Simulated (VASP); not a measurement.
# Ti3Al (Fm-3m) in VASP: further runs

One crystal, Ti3Al, is run at these levels: PBEsol, RPBE; tasks: relaxation of cell and atoms.

Everything below comes from runs of VASP 6.6.1. Logs are shortened: lines on timing, memory, paths and dates and some standing lists are left out, and cuts for length are marked.

### 1 The crystal as given

Symmetry: Fm-3m, No. 225, cubic system. The conventional cell has a = 6.464 Å, b = 6.464 Å, c = 6.464 Å, α = 90.00°, β = 90.00°, γ = 90.00°. Ti (site symmetry -43m) is surrounded by 4 Ti at 2.80 Å and 4 Al at 2.80 Å. Around Ti (site symmetry m-3m) lie 8 Ti at 2.80 Å. Al (site symmetry m-3m) has 8 Ti at 2.80 Å as nearest neighbours.

The cell comes from a database or a generator and needn't be the stable form of this composition.

### 2 Relaxation of cell and atoms, PBEsol

INCAR reads:

```
PREC = Accurate
ENCUT = 580
EDIFF = 1E-7
ISMEAR = 0
SIGMA = 0.1
LREAL = False
LASPH = True
NELM = 100
ALGO = Fast
ISIF = 3
LWAVE = False
LCHARG = False
GGA = PS
IBRION = 2
NSW = 90
EDIFFG = -0.005
```

KPOINTS reads:

```
regular mesh
0
Gamma
  12 12 12
```

POSCAR reads:

```
Ti3Al
1.0
    0.0000000000      3.2317810000      3.2317810000
    3.2317810000      0.0000000000      3.2317810000
    3.2317810000      3.2317810000      0.0000000000
Ti Al
3 1
Direct
    0.7500000000      0.7500000000      0.7500000000
    0.2500000000      0.2500000000      0.2500000000
    0.0000000000      0.0000000000      0.0000000000
    0.5000000000      0.5000000000      0.5000000000
```

Potentials or basis: VASP PAW PBE potentials, release 64 (Ti, Al).

The run is started by

```console
$ cat potpaw_PBE.64/Ti/POTCAR potpaw_PBE.64/Al/POTCAR > POTCAR
$ mpirun -np 1 vasp_std > vasp.out
```

OUTCAR:

```text
PREC = Accurate
   ENCUT = 580
   EDIFF = 1E-7
   ISMEAR = 0
   LREAL = False
   LASPH = True
   NELM = 100
   ISIF = 3
   GGA = PS
   IBRION = 2
   NSW = 90
   EDIFFG = -0.005

 ion  position               nearest neighbor table
   1  0.750  0.750  0.750-   4 2.80   4 2.80   4 2.80   3 2.80   4 2.80   3 2.80   3 2.80   3 2.80

   2  0.250  0.250  0.250-   3 2.80   3 2.80   3 2.80   3 2.80   4 2.80   4 2.80   4 2.80   4 2.80

   3  0.000  0.000  0.000-   1 2.80   1 2.80   1 2.80   1 2.80   2 2.80   2 2.80   2 2.80   2 2.80
                             4 3.23   4 3.23   4 3.23   4 3.23   4 3.23   4 3.23
   4  0.500  0.500  0.500-   2 2.80   2 2.80   2 2.80   1 2.80   2 2.80   1 2.80   1 2.80   1 2.80
                             3 3.23   3 3.23   3 3.23   3 3.23   3 3.23   3 3.23

  LATTYP: Found a face centered cubic cell.
 ALAT       =     6.4635620000

  Lattice vectors:

 A1 = (   0.0000000000,   3.2317810000,   3.2317810000)
 A2 = (   3.2317810000,   0.0000000000,   3.2317810000)
 A3 = (   3.2317810000,   3.2317810000,   0.0000000000)

Analysis of symmetry for initial positions (statically):
=====================================================================
 Subroutine PRICEL returns:
 Original cell was already a primitive cell.

 Routine SETGRP: Setting up the symmetry group for a
 face centered cubic supercell.

 Subroutine GETGRP returns: Found 48 space group operations
 (whereof 48 operations were pure point group operations)
 out of a pool of 48 trial point group operations.

The static configuration has the point symmetry O_h .

Analysis of symmetry for dynamics (positions and initial velocities):
=====================================================================
 Subroutine PRICEL returns:
 Original cell was already a primitive cell.

 Routine SETGRP: Setting up the symmetry group for a
 face centered cubic supercell.

 Subroutine GETGRP returns: Found 48 space group operations
 (whereof 48 operations were pure point group operations)
 out of a pool of 48 trial point group operations.

The dynamic configuration has the point symmetry O_h .

 Subroutine INISYM returns: Found 48 space group operations
 (whereof 48 operations are pure point group operations),
 and found     1 'primitive' translations

----------------------------------------------------------------------------------------

                                     Primitive cell

  volume of cell :      67.5081

  direct lattice vectors                    reciprocal lattice vectors
     0.000000000  3.231781000  3.231781000    -0.154713454  0.154713454  0.154713454
     3.231781000  0.000000000  3.231781000     0.154713454 -0.154713454  0.154713454
     3.231781000  3.231781000  0.000000000     0.154713454  0.154713454 -0.154713454

  length of vectors
     4.570428521  4.570428521  4.570428521     0.267971562  0.267971562  0.267971562

  position of ions in fractional coordinates (direct lattice)
     0.750000000  0.750000000  0.750000000
     0.250000000  0.250000000  0.250000000
     0.000000000  0.000000000  0.000000000
     0.500000000  0.500000000  0.500000000

  ion indices of the primitive-cell ions
   primitive index   ion index
                 1           1
                 2           2
                 3           3
                 4           4

----------------------------------------------------------------------------------------

 KPOINTS: regular mesh

Automatic generation of k-mesh.
 Grid dimensions read from file:
 generate k-points for:   12   12   12

 Generating k-lattice:

  Cartesian coordinates                     Fractional coordinates (reciprocal lattice)
    -0.012892788  0.012892788  0.012892788     0.083333333  0.000000000  0.000000000
     0.012892788 -0.012892788  0.012892788     0.000000000  0.083333333  0.000000000
     0.012892788  0.012892788 -0.012892788     0.000000000  0.000000000  0.083333333

  Length of vectors
     0.022330964  0.022330964  0.022330964

  Shift w.r.t. Gamma in fractional coordinates (k-lattice)
     0.000000000  0.000000000  0.000000000

 Subroutine IBZKPT returns following result:
 ===========================================

 Found     72 irreducible k-points:

 Following reciprocal coordinates:
            Coordinates               Weight
  0.000000  0.000000  0.000000      1.000000
  0.083333  0.000000  0.000000      8.000000
  0.166667  0.000000  0.000000      8.000000
  0.250000  0.000000  0.000000      8.000000
  0.333333  0.000000  0.000000      8.000000
  0.416667  0.000000  0.000000      8.000000
[... 16 lines left out ...]
  0.500000  0.166667  0.000000     24.000000
 -0.416667  0.166667  0.000000     24.000000
 [... further k-points ...]
   k-points           NKPTS =     72   k-points in BZ     NKDIM =     72   number of bands    NBANDS=     11
   number of dos      NEDOS =    301   number of ions     NIONS =      4
   total plane-waves  NPLWV =  46656
   dimension x,y,z NGX =    36 NGY =   36 NGZ =   36
   dimension x,y,z NGXF=    72 NGYF=   72 NGZF=   72
   ions per type =               3   1
   NGX,Y,Z   is equivalent  to a cutoff of  13.09, 13.09, 13.09 a.u.
   NGXF,Y,Z  is equivalent  to a cutoff of  26.19, 26.19, 26.19 a.u.
 SYSTEM =  unknown system
   PREC   = accura    normal or accurate (medium, high low for compatibility)
   ISTART =      0    job   : 0-new  1-cont  2-samecut
   ICHARG =      2    charge: 1-file 2-atom 10-const
   ISPIN  =      1    spin polarized calculation?
   LNONCOLLINEAR =      F non collinear calculations
   LSORBIT =      F    spin-orbit coupling
   LASPH  =      T    aspherical Exc in radial PAW
   ENCUT  =  580.0 eV  42.63 Ry    6.53 a.u.   8.97  8.97  8.97*2*pi/ulx,y,z
   NELM   =    100;   NELMIN=  2; NELMDL= -5     # of ELM steps
   EDIFF  = 0.1E-06   stopping-criterion for ELM
   LREAL  =      F    real-space projection
   EDIFFG = -.5E-02   stopping-criterion for IOM
   NSW    =     90    number of steps for IOM
   IBRION =      2    ionic relax: 0-MD 1-quasi-New 2-CG
   NFREE  =      1    steps in history (QN), initial steepest desc. (CG)
   ISIF   =      3    stress and relaxation
   ISYM   =      2    0-nonsym 1-usesym 2-fastsym
   POTIM  = 0.5000    time-step for ionic-motion
   TEBEG  =    0.0;   TEEND  =   0.0 temperature during run
   PSTRESS=    0.0 pullay stress
   NELECT =      15.0000    total number of electrons
   NUPDOWN=      -1.0000    fix difference up-down
   EMIN   =  10.00;   EMAX   =-10.00  energy-range for DOS
   EFERMI =   0.00;   METHOD = LEGACY
   ISMEAR =     0;   SIGMA  =   0.10  broadening in eV -4-tet -1-fermi 0-gaus
   EFERMI_NEDOS =   21; number of points for ismear=-14 and -15
   IALGO  =     68    algorithm
   IMIX   =      4    mixing-type and parameters
     AMIX     =   0.40;   BMIX     =  1.00
     AMIX_MAG =   1.60;   BMIX_MAG =  1.00
  volume/ion in A,a.u.               =      16.88       113.89
  Fermi-wavevector in a.u.,A,eV,Ry     =   0.991562  1.873781 13.377190  0.983196
  Thomas-Fermi vector in A             =   2.123312
   LORBIT       =      0    0 simple, 1 ext, 2 COOP (PROOUT), +10 PAW based schemes
   GGA     = PS    functional components
   LHFCALC =     F    Hartree Fock is set to
   AEXX    =    0.0000 exact exchange contribution
   IVDW    =     0    specifies the selected vdW correction
   LEPSILON=     F    determine dielectric tensor
   LRPA    =     F    only Hartree local field effects (RPA)
 conjugate gradient relaxation of ions
 non-spin polarized calculation
 RMM-DIIS sequential band-by-band and
 Gauss-broadening in eV      SIGMA  =   0.10
  energy-cutoff  :      580.00
  volume of cell :       67.51
 maximum number of plane-waves:      2164
   NGX = 17   NGY = 17   NGZ = 17

--------------------------------------- Ionic step        1  -------------------------------------------

 number of electron      15.0000001 magnetization

 Free energy of the ion-electron system (eV)
  ---------------------------------------------------
  ext. energy  EPLUGINS =         0.00000000
  ---------------------------------------------------
  free energy    TOTEN  =       -29.48448188 eV

  energy without entropy =      -29.44029366  energy(sigma->0) =      -29.46238777

------------------------ aborting loop because EDIFF is reached ----------------------------------------

  FORCE on cell =-STRESS in cart. coord.  units (eV):
  Direction    XX          YY          ZZ          XY          YZ          ZX
  --------------------------------------------------------------------------------------
  -------------------------------------------------------------------------------------
  Total       -2.3924070     -2.3924070     -2.3924070      0.0000000      0.0000000      0.0000000
  in kB      -56.7792793    -56.7792793    -56.7792793      0.0000000      0.0000000      0.0000000
  external PRESSURE =     -56.7792793 kB  Pullay stress =       0.0000000 kB
[... 61 lines left out ...]
  energy  without entropy=      -29.4686214938  energy(sigma->0) =      -29.48889804

--------------------------------------- Ionic step        3  -------------------------------------------

 number of electron      14.9999999 magnetization

 Free energy of the ion-electron system (eV)
  ---------------------------------------------------
  ext. energy  EPLUGINS =         0.00000000
  ---------------------------------------------------
  free energy    TOTEN  =       -29.54533953 eV

  energy without entropy =      -29.50321114  energy(sigma->0) =      -29.52427533

 E-fermi :   4.2156     XC(G=0): -11.2315

 val. band max:        4.2153400974   @ k =  -0.2500   0.3333   0.0833
 cond. band min:       4.2225755664   @ k =  -0.4167   0.4167   0.0833
 fundamental gap:      0.0072354690
 Fermi energy:         4.2156139622

 k-point     1 :       0.0000    0.0000    0.0000
  band No.  band energies     occupation
      1      -3.4067      2.00000
      2       2.4604      2.00000
      3       2.4604      2.00000
      4       2.4615      2.00000
      5       2.4615      2.00000
      6       2.4615      2.00000
      7       4.2456      0.67135
      8       4.2456      0.67135
      9       4.2456      0.67135
     10       6.5693      0.00000
     11       6.5693      0.00000
[... 309 lines left out ...]
 k-point    24 :      -0.4167    0.1667    0.0000
  band No.  band energies     occupation
      1      -1.2416      2.00000
      2       0.3876      2.00000
      3       1.9448      2.00000
      4       2.4084      2.00000
      5       3.2449      2.00000
      6       3.8134      2.00000
      7       4.0245      1.99311
      8       4.3676      0.03163
      9       4.5689      0.00000
     10       5.0804      0.00000
     11       5.3364      0.00000

 [... further k-points ...]
[... 5 lines left out ...]
  --------------------------------------------------------------------------------------
  -------------------------------------------------------------------------------------
  Total       -0.0077641     -0.0077641     -0.0077641      0.0000000      0.0000000      0.0000000
  in kB       -0.1937073     -0.1937073     -0.1937073      0.0000000      0.0000000      0.0000000
  external PRESSURE =      -0.1937073 kB  Pullay stress =       0.0000000 kB
[... 19 lines left out ...]
  FREE ENERGIE OF THE ION-ELECTRON SYSTEM (eV)
  ---------------------------------------------------
  free  energy   TOTEN  =       -29.5453395258 eV

  energy  without entropy=      -29.5032111365  energy(sigma->0) =      -29.52427533

 reached required accuracy - stopping structural energy minimisation
```

It took 4.9 min on 1 thread of AMD EPYC 7R13 (Zen 3), shared host; peak memory 0.23 GiB.

Results:

```yaml
Free_energy: -29.5453 eV
Relaxed_volume: 16.05 Å³/atom
Relaxed_cell: a = 4.495 Å, b = 4.495 Å, c = 4.495 Å, α = 60.00°, β = 60.00°, γ = 60.00°
Space_group_after_relaxing_to_0.05_Å: Fm-3m (No. 225)
Energy_gained_by_relaxing: 15.2 meV/atom
Ionic_steps: 3
Pressure_after_relaxing: 0.0 GPa
Band_gap_on_the_k_mesh: none (metal or under the smearing width)
```

Step by step:
```csv
step,energy change (eV),largest force (eV/Å),pressure (GPa),volume (Å³)
1,0.0000,0.0000,-5.68,67.51
2,-0.0247,0.0000,5.04,61.83
3,-0.0609,0.0000,-0.02,64.22
```

Final structure:
```yaml
crystal:
  lattice:
    - [0.00000, 3.17840, 3.17840]
    - [3.17840, 0.00000, 3.17840]
    - [3.17840, 3.17840, 0.00000]
  atoms:
    - { symbol: Ti, position: [0.75000, 0.75000, 0.75000] }
    - { symbol: Ti, position: [0.25000, 0.25000, 0.25000] }
    - { symbol: Ti, position: [0.00000, 0.00000, 0.00000] }
    - { symbol: Al, position: [0.50000, 0.50000, 0.50000] }
```

Caveat: the PAW data sets were made with another functional, which shifts forces and pressure a little.

### 3 Relaxation of cell and atoms, RPBE

Changes to INCAR since step 2:

```diff
@@ -1,3 +1,3 @@
 PREC = Accurate
-ENCUT = 580
+ENCUT = 600
 EDIFF = 1E-7
@@ -12,3 +12,3 @@
 LCHARG = False
-GGA = PS
+GGA = RP
 IBRION = 2
```

KPOINTS is that of step 2.

POSCAR is that of step 2.

Potentials or basis: VASP PAW PBE potentials, release 64 (Ti_sv, Al).

The run is started by

```console
$ cat potpaw_PBE.64/Ti_sv/POTCAR potpaw_PBE.64/Al/POTCAR > POTCAR
$ mpirun -np 1 vasp_std > vasp.out
```

Run time: 38 min. Hardware: 1 thread of AMD EPYC 7R13 (Zen 3), shared host; peak memory 0.3 GiB.

Results (log left out):

```
Free energy                            : -26.3674 eV
Relaxed volume                         : 17.14 Å³/atom
Relaxed cell                           : a = 4.594 Å, b = 4.594 Å, c = 4.594 Å, α = 60.00°, β = 60.00°, γ = 60.00°
Space group after relaxing (to 0.05 Å) : Fm-3m (No. 225)
Energy gained by relaxing              : 1.4 meV/atom
Ionic steps                            : 3
Pressure after relaxing                : 0.0 GPa
Band gap on the k mesh                 : none (metal or under the smearing width)
```

The path:
```tsv
step	energy change (eV)	largest force (eV/Å)	pressure (GPa)	volume (Å³)
1	0.0000	0.0000	1.70	67.51
2	-0.0030	0.0000	-1.08	69.28
3	-0.0055	0.0000	0.00	68.56
```

Final structure:
```
CELL_PARAMETERS angstrom
0.00000 3.24846 3.24846
3.24846 0.00000 3.24846
3.24846 3.24846 0.00000
ATOMIC_POSITIONS crystal
Ti 0.75000 0.75000 0.75000
Ti 0.25000 0.25000 0.25000
Ti 0.00000 0.00000 0.00000
Al 0.50000 0.50000 0.50000
```

Levels at points of the mesh, in eV from the Fermi level:
```tsv
k point	band 15	band 16	band 17	band 18	band 19	band 20	band 21	band 22	band 23
(0.00, 0.00, 0.00)	-1.66	-1.66	-1.58	-1.58	0.01	0.01	0.01	2.22	2.22
(0.50, 0.00, 0.00)	-1.83	-1.83	-0.35	-0.28	-0.28	-0.06	-0.06	0.78	1.00
(0.50, 0.50, 0.00)	-1.98	-1.89	-0.65	-0.65	-0.09	-0.07	-0.07	1.15	1.18
```

Caveat: the PAW data sets were made with another functional, which shifts forces and pressure a little.
